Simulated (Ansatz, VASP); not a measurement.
**Pb in VASP and in Ansatz**

```
Pb
1.0
     3.48000    0.00000    0.00000
    -1.74000    3.01377    0.00000
     0.00000    0.00000    5.59000
Pb
2
Cartesian
  0.0000 2.0092 1.3975
  1.7400 1.0046 4.1925
```

Alike in both runs: task single point; functional LDA; k mesh 14 × 14 × 8; occupations fermi-dirac, width 0.08 eV; no spin polarisation.

|  | VASP | Ansatz |
| --- | --- | --- |
| version | VASP 6.6.1 | Ansatz 0.2.0 |
| potentials or method | VASP PAW LDA potentials, release 64 (Pb_d), cutoff 520 eV | all-electron LAPW, scalar-relativistic |

Ansatz gave:

* pressure (GPa): -0.6
* largest component of the traceless stress (GPa): 1.15

Q: Estimate VASP's values.

A: Pressure (GPa): -0.6; largest component of the traceless stress (GPa): 1.18.

Ansatz ran all-electron here, so the differences hold the error of VASP's frozen core and of both bases.

Spin-orbit coupling is left out, which matters for the levels of Pb.
